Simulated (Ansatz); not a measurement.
**SrO: stress in a strained cell**

Aim: deform SrO (equal xy, yz and zx engineering shear strains of -1 %) and compute stress, forces and field gradients with LAPW, PAW and all-electron datasets made for the crystal.

Method: DFT PBE, scalar-relativistic, in Ansatz 0.2.0.

### 1 The structure to begin with

It takes space group Fm-3m (No. 225, cubic). Conventional cell: a = 5.140 Å, b = 5.140 Å, c = 5.140 Å, α = 90.00°, β = 90.00°, γ = 90.00°. Sr (site symmetry m-3m) is surrounded by 6 O at 2.57 Å. Around O (site symmetry m-3m) lie 6 Sr at 2.57 Å.

As a file:

```
CELL_PARAMETERS angstrom
0.00000 2.56980 2.56980
2.56980 0.00000 2.56980
2.56980 2.56980 0.00000
ATOMIC_POSITIONS crystal
Sr 0.00000 0.00000 0.00000
O 0.50000 0.50000 0.50000
```

Atoms are numbered in the order of the input: Sr1, O2.

### 2 The deformed structure

Space group Fm-3m before, R-3m after.

### 3 All-electron LAPW

Contents of input.yaml:

```yaml
crystal:
  lattice:
    - [-0.025698, 2.556951, 2.556951]
    - [2.556951, -0.025698, 2.556951]
    - [2.556951, 2.556951, -0.025698]
  atoms:
    - { symbol: Sr, position: [0.0, 0.0, 0.0] }
    - { symbol: O, position: [0.5, 0.5, 0.5] }
kpoints:
  mp_grid: { grid: [8, 8, 8] }
  band_path:
    path:
      - [0.0, 0.0, 0.0]
      - [0.5, 0.5, 0.5]
      - [0.2525443832, 0.5, 0.7474556168]
      - [-0.2525443832, 0.2525443832, 0.5]
      - [0.0, 0.0, 0.5]
      - [0.0, 0.0, 0.0]
      - [-0.3762721916, 0.0, 0.3762721916]
      - [0.0, 0.3762721916, 0.6237278084]
      - [0.0, 0.5, 0.5]
    npoints: 5
scf:
  occupations: { method: fermi_dirac, width: 0.02 }
hamiltonian:
  xc: pbe
  pseudopotentials: { kind: all_electron, lapw: { basis_error: 0.00025 } }
output:
  forces: true
  stress: true
  eigenvalues: true
```

On the command line:

```bash
> ansatz run input.yaml --threads 1 --pin off --max-ram 3072MiB --backend cpu --events-out ev --progress --plain --runs-dir out
```

### 4 PAW on the default files

Contents of input.yaml:

```yaml
crystal:
  lattice:
    - [-0.025698, 2.556951, 2.556951]
    - [2.556951, -0.025698, 2.556951]
    - [2.556951, 2.556951, -0.025698]
  atoms:
    - { symbol: Sr, position: [0.0, 0.0, 0.0] }
    - { symbol: O, position: [0.5, 0.5, 0.5] }
kpoints:
  mp_grid: { grid: [8, 8, 8] }
scf:
  occupations: { method: fermi_dirac, width: 0.02 }
hamiltonian:
  xc: pbe
  pseudopotentials: { kind: paw }
output:
  forces: true
  stress: true
  eigenvalues: true
  efg: { contact_densities: true }
```

### 5 All-electron PAW on datasets made for the crystal

input.yaml: that of step 4 with these lines changed.

```diff
@@ -14,3 +14,3 @@
   xc: pbe
-  pseudopotentials: { kind: paw }
+  pseudopotentials: { kind: all_electron, datasets: crystal }
 output:
```

(Steps that only read results are left out.)

What does the calculation give? Wanted: pressure; largest shear or deviatoric stress.

As calculated:

| quantity | value |
| --- | --- |
| pressure | LAPW 2.92, PAW 2.92, crystal datasets 2.92 GPa |
| largest shear or deviatoric stress (LAPW) | 0.53 GPa |

What this shows: The largest part of the stress beyond the pressure is 0.53 GPa in size; the atoms are carried along and not relaxed. No run of the undeformed cell stands beside it, so the pressure holds what the given cell had before the change. PAW: stress within 0.01 GPa of LAPW. Crystal datasets: stress within 0.01 GPa of LAPW.
